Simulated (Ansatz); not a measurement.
CdS built on the rocksalt prototype, relaxed with r2SCAN: 4 runs in Ansatz, each a calculation of independent-particle optics. The symmetry is Fm-3m (No. 225, cubic); a = 5.454 Å in the conventional setting, 20.27 Å³ an atom. Around Cd lie 6 S at 2.73 Å; around S lie 6 Cd at 2.73 Å. (Calculated; spin-unpolarised; the phase may be known or hypothetical.)

```
Cd S
1.0
     0.00000    2.72678    2.72678
     2.72678    0.00000    2.72678
     2.72678    2.72678    0.00000
Cd S
1 1
Direct
  0.00000 0.00000 0.00000
  0.50000 0.50000 0.50000
```

On meshes this coarse, single peaks can be features of the mesh. No local fields, no excitons; the zone sum runs over the cells of the mesh, and ε∞ includes the bands left out of the spectrum. Up to four peaks are listed, those above 15 % of the tallest and inside the complete range; the four can differ from row to row. Rows marked drawn have settings drawn at random (some not listed).

| functional | k mesh | broadening (eV) | scissors (eV) | range (eV) | settings | direct gap on the mesh before scissors (eV) | ε∞ xx | ε∞ yy | ε∞ zz | complete up to (eV) | tallest peaks of mean ε₂ (eV) |
| --- | --- | --- | --- | --- | --- | --- | --- | --- | --- | --- | --- |
| PBE | 6×6×6 | 0.1 | 0.00 | 0–12 | chosen | 1.74 | 9.44 | 9.44 | 9.44 | 12.0 | 4.40 5.60 7.40 8.25 |
| PBE | 6×6×6 | 0.1 | 1.04 (to HSE06) | 0–12 | chosen | 1.74 | 7.90 | 7.90 | 7.90 | 12.0 | 5.45 6.65 8.45 9.25 |
| r2SCAN | 6×6×6 | 0.15 | 2.50 | 0.5–10 | drawn | 2.38 | 5.76 | 5.76 | 5.76 | 10.0 | 7.35 |

Q: Estimate from these rows what the further settings give.

| functional | k mesh | broadening (eV) | scissors (eV) | range (eV) | settings |
| --- | --- | --- | --- | --- | --- |
| r2SCAN | 6×6×6 | 0.1 | 0.00 | 0–12 | chosen |

A:
```csv
functional,k mesh,broadening (eV),scissors (eV),range (eV),settings,direct gap on the mesh before scissors (eV),ε∞ xx,ε∞ yy,ε∞ zz,complete up to (eV),tallest peaks of mean ε₂ (eV)
r2SCAN,6×6×6,0.1,0.00,0–12,chosen,2.38,7.87,7.87,7.87,12.0,4.95 5.70 6.15 8.65
```

The fundamental gap is indirect (0.26 eV with PBE on 6×6×6); the table holds the direct one.

Spin-orbit coupling is left out.
